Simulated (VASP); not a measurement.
In2O3, 10 atoms in the cell. It takes space group R-3c (No. 167, trigonal). Conventional cell: a = 5.487 Å, b = 5.487 Å, c = 14.510 Å, α = 90.00°, β = 90.00°, γ = 120.00°. In (site symmetry 3) is surrounded by 6 O at 2.12 to 2.26 Å. Around O (site symmetry 2) lie 4 In at 2.12 to 2.26 Å. 

```yaml
Program: VASP 6.6.1
Task: relaxation of cell and atoms
Functional: PBEsol
Potentials_or_basis: VASP PAW PBE potentials, release 64 (In_d, O)
Cutoff: 600 eV
k_mesh: 6 × 6 × 6
Occupations: gaussian, width 0.02 eV
Spin: no spin polarisation
Further_INCAR_settings: ALGO = Normal; EDIFF = 1e-07; IBRION = 2; EDIFFG = -0.004; NSW = 80; ISIF = 3
```

Potentials or basis: VASP PAW PBE potentials, release 64 (In_d, O).

Run with:

```console
$ cat potpaw_PBE.64/In_d/POTCAR potpaw_PBE.64/O/POTCAR > POTCAR
$ mpirun -np 1 vasp_std > vasp.out
```

Hardware: 1 thread of Intel(R) Xeon(R) 6975P-C (Granite Rapids) (shared host).

Task: Estimate the wall time of this run.

Result: It took 20 min on 1 thread of Intel(R) Xeon(R) 6975P-C (Granite Rapids) (shared host), peak memory 0.46 GiB. Counts: scf iterations 94, k points 32, ion steps 10.
